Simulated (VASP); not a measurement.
SnS2:

```
CELL_PARAMETERS angstrom
3.63900 0.00000 0.00000
-1.81950 3.15147 0.00000
0.00000 0.00000 5.86800
ATOMIC_POSITIONS crystal
Sn 0.00000 0.00000 0.00000
S 0.33333 0.66667 0.25000
S 0.66667 0.33333 0.75000
```

| Item | Value |
| --- | --- |
| Program | VASP 6.6.1 |
| Task | relaxation of cell and atoms |
| Functional | PBE |
| Potentials or basis | VASP PAW PBE potentials, release 64 (Sn_d, S) |
| Cutoff | 520 eV |
| k mesh | 8 × 8 × 5 |
| Occupations | gaussian, width 0.1 eV |
| Spin | no spin polarisation |

At the start: pressure 4.2 GPa; volume 22.43 Å³/atom.

Q: Where does the relaxation end?

A: Over 14 steps the energy falls by 26.6 meV/atom and the volume is 26.76 Å³/atom (+19.3 %); space group P-3m1 (No. 164, to 0.05 Å).

The path:
| step | energy change (eV) | largest force (eV/Å) | pressure (GPa) | volume (Å³) |
| --- | --- | --- | --- | --- |
| 1 | 0.0000 | 0.2408 | 4.16 | 67.30 |
| 2 | -0.0150 | 0.5832 | -2.53 | 73.13 |
| 3 | -0.0403 | 0.2435 | 0.14 | 70.44 |
| 4 | -0.0450 | 0.1810 | 0.11 | 70.85 |
| 5 | -0.0500 | 0.0233 | 0.06 | 71.92 |
| 6 | -0.0540 | 0.0206 | 0.06 | 72.32 |
| 7 | -0.0638 | 0.0108 | 0.09 | 73.49 |
| 8 | -0.0746 | 0.0198 | 0.35 | 75.79 |
| 9 | -0.0713 | 0.1438 | 1.39 | 80.24 |
| 10 | -0.0758 | 0.1069 | 0.96 | 78.27 |
| 11 | -0.0791 | 0.0267 | 0.17 | 79.82 |
| 12 | -0.0792 | 0.0460 | 0.05 | 80.05 |
| 13 | -0.0795 | 0.0322 | 0.03 | 80.13 |
| 14 | -0.0797 | 0.0072 | -0.02 | 80.29 |

Final structure:
```
Sn S
1.0
     3.70118    0.00000    0.00000
    -1.85059    3.20532    0.00000
     0.00000    0.00000    6.76784
Sn S
1 2
Direct
  0.00000 0.00000 0.00000
  0.33333 0.66667 0.21844
  0.66667 0.33333 0.78156
```

Caveat: the volume moved by over 15 % at a fixed basis, so the end points are rough; this functional lacks dispersion, which binds the layers, so the pressure and a relaxed spacing across them are unreliable, and here the layers came unbound; the volume moved by +19 % from the deposited cell, more than functionals usually miss.
